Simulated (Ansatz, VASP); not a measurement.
TiAl: VASP beside Ansatz

```
Ti Al
1.0
     2.86726    0.00000    0.00000
    -1.43363    2.48312    0.00000
     0.00000    0.00000    4.67808
Ti Al
1 1
Direct
  0.00000 0.00000 0.00000
  0.33333 0.66667 0.50000
```

The cell comes from a database or a generator and needn't be the stable form of this composition.

Alike in both runs: task single point; functional PBEsol; k mesh 11 × 11 × 6; occupations fermi-dirac, width 0.05 eV; no spin polarisation.

|  | VASP | Ansatz |
| --- | --- | --- |
| version | VASP 6.6.1 | Ansatz 0.2.0 |
| potentials or method | VASP PAW PBE potentials, release 64 (Ti_sv, Al) | Ansatz PAW |
| plane-wave cutoff (eV) | 520 | 420 |
| valence electrons in the cell | 15 | 15 |

Ansatz gave:

```
gap on the k mesh at the Fermi level (eV)       : none
pressure (GPa)                                  : -2.8
largest component of the traceless stress (GPa) : 1.11
```

Task: Which values does VASP return?

Result: gap on the k mesh at the Fermi level (eV): none; pressure (GPa): -2.9; largest component of the traceless stress (GPa): 1.04.

A gap of «none» marks a metal or a gap that the smearing closes.

Caveats: the PAW data sets were made with another functional, which shifts forces and pressure a little (VASP); the PAW data sets come from PBE, with cores solved anew for the run's functional, which leaves a small shift of forces and pressure (Ansatz).
